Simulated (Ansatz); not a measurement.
The following input was run with Ansatz 0.2.0.

```yaml
crystal:
  lattice:
    - [0.0, 2.6675275, 2.6262775]
    - [2.6262775, 0.0, 2.6262775]
    - [2.6262775, 2.6675275, 0.0]
  atoms:
    - { symbol: Ba, position: [0.0, 0.0, 0.0] }
    - { symbol: O, position: [0.5, 0.5, 0.5] }
basis:
  ecutwfc: 420
kpoints:
  mp_grid: { grid: [8, 8, 8] }
hamiltonian:
  xc: pbe
scf:
  occupations: { method: gaussian, width: 0.02 }
output:
  forces: true
  stress: true
  eigenvalues: true
```

Launched with
```bash
ansatz run input.yaml --threads 1 --pin off --max-ram 1331MiB --backend cpu --events-out ev --progress --plain --runs-dir out
```

The calculation used DFT PBE, scalar-relativistic, plane waves, PAW (Ansatz 0.2.0).

Part of what the program printed, abridged:

```
Pseudopotentials: kind: paw
Pseudopotential: Ba, paw, valence charge 10, recommended cutoff 420 eV (normal)
Pseudopotential: O, paw, valence charge 6, recommended cutoff 420 eV (normal)
Functional definition: PBE
Crystal: 2 atoms, lattice volume = 36.798 Å³
Basis set: ecut = 420 eV, 725 PW (Γ), exchange–correlation on 54×50×54 points (8 copies of the dense FFT grid, shifted against one another)
Bands: 12, of which v1, the nominal top of the filled ones, is band 8 counted from 1 (7 counted from 0)
Symmetry: 16 space group operations
Space group: I4/mmm (ITA 139), of the structure as read, at distance tolerance 3.3e-5 Å
k-points: 59 of 512
Initial density: superposition of atomic densities (neutral atoms: chi_scale 0, normalization atom), corrected by the library's trained network
Initial wavefunctions: pseudopotential atomic-orbital guess
Functional: x = pbe(κ = 0.804, μ = 0.21951497), c = pbe(β = 0.06672455)
SCF iter   1: F=—  HF=-6519.259174 eV  |F-HF|=—  |Δ(HF+E_count)|=         —  Δρ=1.32e-3  dr2=5.09e-4  ethr=1.77e-3  ⟨swp⟩=8.6  Hψ=6117  notcnv=0
SCF iter   2: F=—  HF=-6519.259425 eV  |F-HF|=—  |Δ(HF+E_count)|=   2.51e-4  Δρ=6.72e-4  dr2=1.66e-4  ethr=3.18e-6  ⟨swp⟩=2.1  Hψ=1646  notcnv=0
SCF iter   3: F=—  HF=-6519.259444 eV  |F-HF|=—  |Δ(HF+E_count)|=   1.85e-5  Δρ=2.27e-4  dr2=1.18e-5  ethr=1.04e-6  ⟨swp⟩=2.1  Hψ=991  notcnv=0
SCF iter   4: F=—  HF=-6519.259470 eV  |F-HF|=—  |Δ(HF+E_count)|=   2.67e-5  Δρ=8.91e-5  dr2=2.49e-6  ethr=7.37e-8  ⟨swp⟩=2.1  Hψ=1081  notcnv=0
SCF iter   5: F=-6519.259471 eV  HF=-6519.259471 eV  |F-HF|=4.10e-8  |Δ(HF+E_count)|=   4.56e-7  Δρ=1.57e-5  dr2=8.21e-8  ethr=1.56e-8  ⟨swp⟩=2.0  Hψ=885  notcnv=0
SCF iter   6: F=-6519.259471 eV  HF=-6519.259471 eV  |F-HF|=6.70e-9  |Δ(HF+E_count)|=   1.09e-8  Δρ=4.23e-6  dr2=7.80e-9  ethr=5.13e-10  ⟨swp⟩=3.0  Hψ=2597  notcnv=0
SCF 1 converged in 6 iterations: F = -6519.259471 eV  dr2 = 7.80e-9
SCF converged after 6 iterations
Free energy (F): -6519.259471 eV
Harris-Foulkes:  -6519.259471 eV  (|F-HF|=6.70e-9)
Internal energy: -6519.259471 eV  (E = F + TS)
E sigma→0 (E₀):  -6519.259471 eV
Fermi energy:    11.499671 eV
--- Per-component energies (eV) ---
  E_band       = 15.773043
  E_kinetic    = 350.628213
  E_local      = -500.528909  (includes V_loc(G=0)·N_el)
  E_nonlocal   = 105.754158
  E_hartree    = 183.194911
  E_xc         = -245.754901
  E_vxc        = -234.942894  (∫ρ·V_xc dr)
  E_paw        = -5384.036957  (= ΣΔE_a)
  E_vpaw       = -71.527886  (= ΣTr[D̂ρ^β])
  E_aug_tail   = 0.002401  (compensation charges beyond the density's cutoff)
  E_ewald      = -1028.518387
  E_smearing   =  0.000000  (= −TS)
--- Forces (eV/Å), atoms counted from 1 ---
  atom   1  Ba     0.00000000     0.00000000     0.00000000
  atom   2  O      0.00000000     0.00000000     0.00000000
--- Stress (GPa, compression-positive) ---
       17.223528       0.000000       0.000000
        0.000000      14.558713       0.000000
        0.000000       0.000000      17.223528
  P = ⅓ Tr σ = 16.3353 GPa (163.353 kbar)
--- Band table (eV; the first three rows and the last of 59) ---
  k-point 0: bands = ["-15.2103", "-4.7273", "0.6267", "0.6267", "0.6406", "9.7548", "9.8624", "9.8624", "14.9905", "15.2481", "15.3795", "15.3795"]
  k-point 1: bands = ["-15.1456", "-4.9009", "0.5857", "0.6090", "0.6093", "9.4775", "9.5873", "9.6254", "15.0244", "15.6010", "15.6760", "15.7300"]
  k-point 2: bands = ["-14.9823", "-5.3220", "0.4755", "0.5529", "0.5687", "8.8583", "9.0925", "9.1210", "14.9598", "16.4481", "16.4987", "17.3335"]
  k-point 58: bands = ["-14.6311", "-5.1149", "-1.5719", "-0.2267", "-0.2267", "10.2935", "10.2935", "10.6870", "12.2450", "17.3485", "19.6170", "20.3441"]
```

Self-consistency was reached.